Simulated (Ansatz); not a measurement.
Input and command of a plane-wave DFT calculation in Ansatz:

```yaml
crystal:
  lattice:
    - [4.0129829421, 0.0, 0.0]
    - [0.0, 4.0129829421, 0.0]
    - [0.0, 0.0, 4.0129829421]
  atoms:
    - { symbol: Ti, position: [0.5, 0.0, 0.0] }
    - { symbol: Ti, position: [0.0, 0.5, 0.0] }
    - { symbol: Ti, position: [0.0, 0.0, 0.5] }
    - { symbol: C, position: [0.0, 0.0, 0.0] }
basis:
  ecutwfc: 500
kpoints:
  mp_grid: { grid: [4, 4, 4] }
hamiltonian:
  xc: r2scan
scf:
  occupations: { method: gaussian, width: 0.1 }
  lower_state_search: "off"
output:
  forces: true
  stress: true
  eigenvalues: true
```

```bash
ansatz run input.yaml --threads 1 --pin off --max-ram 2560MiB --backend cpu --events-out ev --progress --plain --runs-dir out
```

Processor: Intel(R) Xeon(R) Platinum 8259CL CPU @ 2.50GHz (Skylake/Cascade Lake), 1 thread, on a host shared with other jobs.

Question: How long does it run, and how much memory does it take?

Answer: About 6.1 s on 1 thread of Intel(R) Xeon(R) Platinum 8259CL CPU @ 2.50GHz (Skylake/Cascade Lake), with other jobs on the host, peak memory 0.48 GiB. It solves 24 bands at 10 k points (the mesh reduced by the symmetry that the task leaves, which can be less than the crystal's) with about 1647 plane waves, in 9 SCF iterations.
